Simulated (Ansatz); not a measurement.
Starting cell, GeTe (alpha-GeTe type, space group R3m):

```
GeTe
1.0
    4.22663     2.44024     7.27983
    0.00000     2.44024     7.27983
    2.11331    -1.22012     7.27983
Ge Te
2 2
Direct
  0.88288   0.23423   0.23423
  0.38288   0.23423   0.23423
  0.61712   0.76577   0.76577
  0.11712   0.76577   0.76577
```

The atoms are displaced by Q × the pattern below (from a DFPT mode at T = (0.5, 0.5, 0.5), largest move 1; Q in Å), at fixed cell. (q is in reciprocal vectors of the primitive cell; the cell shown is doubled to hold the pattern.)

```tsv
atom	x	y	z
Ge1	0.000	0.000	0.739
Ge2	0.000	0.000	-0.739
Te3	0.000	0.000	1.000
Te4	0.000	0.000	-1.000
```

All values below come from PBE (plane waves to 420 eV, PAW, scalar-relativistic; Ansatz, a first-principles code). k mesh 10×10×10 (Γ-centred), Fermi-Dirac smearing 0.05 eV. The energy includes the smearing's −TS. GeTe was relaxed with its symmetry unable to fall. Spin-orbit coupling is left out, though Te is heavy. The zero of ΔE is the undisplaced structure.

| Q (Å) | ΔE (meV/cell) |
|---|---|
| -0.1000 | 41.5 |
| -0.0833 | 28.7 |
| -0.0667 | withheld |
| -0.0500 | 10.3 |
| -0.0333 | 4.6 |
| -0.0167 | 1.1 |
| 0.0000 | 0.0 |
| 0.0167 | 1.1 |
| 0.0333 | 4.6 |
| 0.0500 | 10.3 |
| 0.0667 | withheld |
| 0.0833 | 28.7 |
| 0.1000 | 41.5 |

Problem. Fit an even polynomial form (powers 2, 4) to the given rows and predict ΔE at Q = -0.0667.

Solution. Least squares on the 11 given rows: ΔE = (4111)·Q² + (3893)·Q⁴, in meV/cell with Q in Å; root-mean-square residual 0.03 meV/cell. At -0.0667 the fit gives 18.4 meV/cell; the calculation gives 18.4 meV/cell, the same to the digits shown. The quadratic term alone would give 18.3 meV/cell.

(For displaced atoms, the force is minus the slope of the energy, and its curvature is a force constant, which sets phonon frequencies.)
